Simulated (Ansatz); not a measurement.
Geometry optimisation in Ansatz: input, command and trajectory.

```yaml
crystal:
  lattice:
    - [2.4791985508, 0.0, 0.0]
    - [-1.2395992754, 2.147048926, 0.0]
    - [0.0, 0.0, 4.0291697277]
  atoms:
    - { symbol: Mn, position: [0.3333333333, 0.6666666667, 0.25] }
    - { symbol: Mn, position: [0.6666666667, 0.3333333333, 0.75] }
basis:
  ecutwfc: 420
kpoints:
  mp_grid: { grid: [18, 18, 10] }
hamiltonian:
  xc: pbe
scf:
  occupations: { method: gaussian, width: 0.1 }
output:
  forces: true
  stress: true
  eigenvalues: true
  write_density: true
  write_potential: true
  elf: true
  volumetric_format: npy
relax:
  adjacent_minimum: "off"
  f_tol: 0.01
  max_steps: 60
  cell: { stress_tol: 0.1 }
```

```bash
ansatz run input.yaml --threads 1 --pin off --max-ram 2560MiB --backend cpu --events-out ev --progress --plain --runs-dir out
```

The calculation used DFT PBE, scalar-relativistic, plane waves, PAW (Ansatz).

Of 4 frames 3 are shown, positions in Å and forces in eV/Å; the SCF threshold varies from step to step. Steps run on the plane waves of an earlier cell, with a Pulay correction in the pressure. The basis is chosen afresh for the last frame, the zero of the energies, and at times for earlier ones too; energy and pressure step there, also at an unchanged geometry.

```xyz
2
Lattice="2.4792 0.0000 0.0000 -1.2396 2.1470 0.0000 0.0000 0.0000 4.0292" Properties=species:S:1:pos:R:3:forces:R:3 pbc="T T T" step=1 free_energy_over_end_meV_per_atom=0.15 pressure_GPa=-0.46
Mn    0.0000    1.4314    1.0073    0.0000    0.0000    0.0000
Mn    1.2396    0.7157    3.0219    0.0000    0.0000    0.0000
2
Lattice="2.4799 0.0000 0.0000 -1.2399 2.1477 0.0000 0.0000 0.0000 4.0226" Properties=species:S:1:pos:R:3:forces:R:3 pbc="T T T" step=2 free_energy_over_end_meV_per_atom=0.03 pressure_GPa=-0.16
Mn    0.0000    1.4318    1.0056    0.0000    0.0000    0.0000
Mn    1.2399    0.7159    3.0169    0.0000    0.0000    0.0000
2
Lattice="2.4813 0.0000 0.0000 -1.2407 2.1489 0.0000 0.0000 0.0000 4.0161" Properties=species:S:1:pos:R:3:forces:R:3 pbc="T T T" step=4 free_energy_over_end_meV_per_atom=0.00 pressure_GPa=-0.03
Mn    0.0000    1.4326    1.0040    0.0000    0.0000    0.0000
Mn    1.2407    0.7163    3.0120    0.0000    0.0000    0.0000
```

The run took 16 s on 1 thread of Intel(R) Xeon(R) Platinum 8488C (Sapphire Rapids), on a shared host, peak memory 0.43 GiB.

Spin polarisation was left out, and a magnetic state may lie lower.